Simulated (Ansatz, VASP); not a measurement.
## One calculation of Fe, two programs

File POSCAR:

```
Fe
1.0
   -1.4345540696      1.4345540696      1.4345540696
    1.4345540696     -1.4345540696      1.4345540696
    1.4345540696      1.4345540696     -1.4345540696
Fe
1
Direct
    0.0000000000      0.0000000000      0.0000000000
```

The input INCAR.step1:

```
PREC = Accurate ; ENCUT = 520
ISMEAR = -1 ; SIGMA = 0.01
LREAL = F ; LASPH = T
NELM = 150 ; ISPIN = 2
MAGMOM = 2.804 ; LMAXMIX = 4
NBANDS = 14 ; GGA = PE
ALGO = Normal ; EDIFF = 1E-4
LWAVE = T ; LCHARG = F
```

File INCAR.step2:

```
PREC = Accurate ; ENCUT = 520
EDIFF = 1E-6 ; ISMEAR = -1
SIGMA = 0.01 ; LREAL = F
LASPH = T ; NELM = 150
ALGO = Normal ; ISIF = 2
LWAVE = F ; LCHARG = F
ISPIN = 2 ; MAGMOM = 2.804
LORBIT = 11 ; LMAXMIX = 4
METAGGA = R2SCAN ; LMIXTAU = T
NBANDS = 14 ; ISTART = 1
```

KPOINTS

```
regular mesh
0
Gamma
  15 15 15
```

Input for Ansatz:

```yaml
crystal:
  lattice:
    - [-1.4345540696, 1.4345540696, 1.4345540696]
    - [1.4345540696, -1.4345540696, 1.4345540696]
    - [1.4345540696, 1.4345540696, -1.4345540696]
  atoms:
    - { symbol: Fe, position: [0.0, 0.0, 0.0], spin: 2.804 }
hamiltonian:
  xc: r2scan
  pseudopotentials:
    kind: paw
    azcp:
      Fe: "pseudopotentials/Fe.paw.azcp"
basis:
  ecutwfc: 500
  fft_grid_basis: typed
kpoints:
  mp_grid: { grid: [15, 15, 15], shift: [0, 0, 0] }
magnetization:
  spin_polarized: true
scf:
  occupations: { method: fermi_dirac, width: 0.01 }
  lower_state_search: "off"
output:
  stress: true
  write_density: true
  write_potential: true
  elf: true
  volumetric_format: npy
```

Alike in both runs: task single point; functional r2SCAN; k mesh 15 × 15 × 15; occupations fermi-dirac, width 0.01 eV; collinear spin.

|  | VASP | Ansatz |
| --- | --- | --- |
| version | VASP 6.6.1 | Ansatz 0.2.0 |
| potentials or method | VASP PAW PBE potentials, release 64 (Fe) | plane waves (500 eV) with PAW, scalar-relativistic |
| plane-wave cutoff (eV) | 520 | 500 |
| valence electrons in the cell | 8 | 16 |

|  | VASP | Ansatz | Ansatz less VASP |
| --- | --- | --- | --- |
| pressure (GPa) | -0.3 | 0.1 | +0.48 |
| net moment per atom (μB) | 2.68 | 2.68 | +0.002 |
| size of the moment on the site where the two differ most (μB) | 2.75 | 2.83 | +0.086 |

Site moments also hang on the region over which each program counts them. The functional is the same, so the differences come from potentials, cutoffs and numerics. The two sets of potentials don't hold the same shells in valence. Ansatz warned: «stability_check_not_made».

Caveats: the PAW data sets were made with another functional, which shifts forces and pressure a little (VASP).
